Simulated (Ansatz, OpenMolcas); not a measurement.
**Correcting a cheap level on carbon molecules**

The atomisation enthalpy at 298 K in kJ/mol of 6 carbon molecules: x at TPSS/6-31G* (spherical functions), y from tabulated heats of molecules and atoms (Active Thermochemical Tables, CRC Handbook of Chemistry and Physics). Shapes, held fixed at every level: PBE0-D4/def2-TZVP. Flexible molecules stand in one conformer, not always the lowest. Computed values hold a harmonic thermal term (B3LYP/6-31G*, PBE/def2-SVP, PBE0-D4/def2-TZVP) and the atoms' spin-orbit lowering. Programs: OpenMolcas 26.06.

```
                molecule  x (kJ/mol)  y (kJ/mol)
C3H7Cl (1-chloropropane)        3960        3930
    C4H6 (1,3-butadiene)        4093        4065
      C4H8 (cyclobutane)        4631        4584
         C4H8 (1-butene)        4643        4612
        C4H8 (isobutene)        4659           ?
 C4H9Cl (1-chlorobutane)        5140        5105
```

Fit y = c + s·x to the known rows and predict y for C4H8 (isobutene).


1. Means of the 5 rows: x = 4493.40, y = 4459.2.
2. Σ(Δx)² = 904241, Σ(Δx·Δy) = 897719, so the slope is 897719/904241 = 0.99279.
3. Intercept: 4459.2 − (0.99279) × 4493.40 = -1.8. The largest residual of the fit is 12.
4. C4H8 (isobutene): -1.8 + 0.99279 × 4659 = 4624 kJ/mol.

The tabulated heats give 4629 kJ/mol, so the prediction is off by -5 kJ/mol, within the largest residual. Uncorrected, TPSS/6-31G* (spherical functions) misses C4H8 (isobutene) by +30 kJ/mol, and the other rows by 34 on average. The line removes about 80 % of this miss. Left out in turn, the other rows are missed by 8 kJ/mol on average, so much of the error is systematic among these molecules. The heats of C3H7Cl (1-chloropropane), C4H9Cl (1-chlorobutane) come from older tables and can be uncertain by 10 kJ/mol or more.
